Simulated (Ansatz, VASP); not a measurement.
Be in VASP and in Ansatz

Contents of INCAR:

```
SYSTEM = Be
PREC = Accurate ; ENCUT = 520
EDIFF = 1E-7 ; ISMEAR = -1
SIGMA = 0.3 ; LREAL = .False.
LASPH = .True. ; NELM = 80
ALGO = Normal ; ISIF = 2
LWAVE = .False. ; LCHARG = .False.
GGA = CA ; NBANDS = 9
```

The input KPOINTS:

```
regular mesh
0
Gamma
  16 16 9
  0 0 0
```

POSCAR

```
Be
1.0
    2.2295160349      0.0000000000      0.0000000000
   -1.1147580175      1.9308175243      0.0000000000
    0.0000000000      0.0000000000      3.5083258361
Be
2
Direct
    0.3333333333      0.6666666667      0.2500000000
    0.6666666667      0.3333333333      0.7500000000
```

Input for Ansatz:

```yaml
crystal:
  lattice:
    - [2.2295160349, 0.0, 0.0]
    - [-1.1147580175, 1.9308175243, 0.0]
    - [0.0, 0.0, 3.5083258361]
  atoms:
    - { symbol: Be, position: [0.3333333333, 0.6666666667, 0.25] }
    - { symbol: Be, position: [0.6666666667, 0.3333333333, 0.75] }
hamiltonian:
  xc: lda
  pseudopotentials:
    kind: paw
    azcp:
      Be: "pseudopotentials/Be.paw.azcp"
basis:
  ecutwfc: 420
  fft_grid_basis: typed
kpoints:
  mp_grid: { grid: [16, 16, 9], shift: [0, 0, 0] }
magnetization:
  spin_polarized: false
scf:
  occupations: { method: fermi_dirac, width: 0.3 }
  lower_state_search: "off"
output:
  stress: true
```

Alike in both runs: task single point; functional LDA; k mesh 16 × 16 × 9; occupations fermi-dirac, width 0.3 eV; no spin polarisation.

```csv
,VASP,Ansatz
version,VASP 6.6.1,Ansatz 0.2.0
potentials or method,"VASP PAW LDA potentials, release 64 (Be)","plane waves (420 eV) with PAW, scalar-relativistic"
plane-wave cutoff (eV),520,420
valence electrons in the cell,4,4
```

|  | VASP | Ansatz | Ansatz less VASP |
| --- | --- | --- | --- |
| pressure (GPa) | 0.6 | 0.1 | -0.45 |
| largest component of the traceless stress (GPa) | 0.34 | 0.34 | -0.004 |

Ansatz warned: «pseudo_functional_mismatch».
